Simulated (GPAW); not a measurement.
### A GW chain in GPAW: KCl (Sylvite)

Symmetry: Fm-3m, No. 225, cubic system. Conventional cell: a = 6.293 Å, b = 6.293 Å, c = 6.293 Å, α = 90.00°, β = 90.00°, γ = 90.00°. Nearest to K lie 6 Cl at 3.15 Å. Cl has 6 K at 3.15 Å nearest. Farther neighbours and most contacts between anions are not listed.

| Item | Value |
| --- | --- |
| method | DFT, PBE, plane waves, PAW (and 1 further level or step) |
| program | GPAW 26.7.0 |
| settings of one run | cutoff 450 eV, GPAW PAW setups 1.2.1 data release, 4×4×4 k-mesh, nbands 745 |
| cost | 4 runs, 2.5 min in all on 4 MPI ranks of Arm Neoverse V1, shared host (the runs of this entry) |
| notes | The cell and positions come from the Crystallography Open Database and are kept as given unless a step says otherwise. Bands and cutoff are finite, so the gap is not at the basis limit. The miss can reach some tenths of an eV and take either sign; the mesh is an error of its own. |
| PBE gap | 5.19 eV, direct |
| G0W0 gap on the mesh | 8.04 eV |
| GW settings | 4×4×4 mesh, 341 bands, screening to 180 eV, Godby-Needs plasmon pole |
| known limits | not at the basis limit |

G0W0 moves the gap on the mesh from 5.19 eV to 8.04 eV (+2.84 eV), with Z of 0.82 and 0.88 at the edges. Only 1 of the mesh's irreducible points was corrected, so a valley elsewhere could overtake.

[Runs of the session that timed out or met a known fault of the program may be left out.]

[Hosts, paths, dates, database ids (printed as entryN), source tags and the programs' standing remarks are cut or masked in the printed files.]
